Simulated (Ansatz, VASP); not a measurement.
## Two plane-wave programs on K

The input INCAR:

```
SYSTEM = K
PREC = Accurate
ENCUT = 520
EDIFF = 1E-6
ISMEAR = 0
SIGMA = 0.15
LREAL = .False.
LASPH = .True.
NELM = 60
ALGO = Fast
ISIF = 2
LWAVE = .False.
LCHARG = .False.
GGA = PS
NBANDS = 10
```

File KPOINTS:

```
regular mesh
0
Gamma
  12 12 12
  0 0 0
```

File POSCAR:

```
K
1.0
    4.4182004772      0.0000000000      0.0000000000
    0.0000000000      4.3104394900      0.0000000000
    0.0000000000      0.0000000000      4.3104394900
K
1
Direct
    0.0000000000      0.0000000000      0.0000000000
```

Input for Ansatz:

```yaml
crystal:
  lattice:
    - [4.4182004772, 0.0, 0.0]
    - [0.0, 4.31043949, 0.0]
    - [0.0, 0.0, 4.31043949]
  atoms:
    - { symbol: K, position: [0.0, 0.0, 0.0] }
basis:
  ecutwfc: 420
kpoints:
  mp_grid: { grid: [12, 12, 12] }
hamiltonian:
  xc: pbesol
scf:
  occupations: { method: gaussian, width: 0.15 }
output:
  forces: true
  stress: true
  eigenvalues: true
```

Change from the starting cell: strain +0.0250 x Voigt [1, 0, 0, 0, 0, 0], atoms carried along.

Alike in both runs: task single point; functional PBEsol; k mesh 12 × 12 × 12; occupations gaussian, width 0.15 eV; no spin polarisation.

```csv
,VASP,Ansatz
version,VASP 6.6.1,Ansatz 0.2.0
potentials or method,"VASP PAW PBE potentials, release 64 (K_sv)","scalar-relativistic, plane waves, PAW"
plane-wave cutoff (eV),520,420
valence electrons in the cell,9,9
```

```csv
,VASP,Ansatz,Ansatz less VASP
gap on the k mesh at the Fermi level (eV),none,none,-
pressure (GPa),-0.2,-0.2,+0.01
largest component of the traceless stress (GPa),0.12,0.12,0.000
```

A gap of «none» marks a metal or a gap that the smearing closes. With one functional, cell and mesh, what is left measures potentials, basis and numerics.

Caveats: the PAW data sets were made with another functional, which shifts forces and pressure a little (VASP).
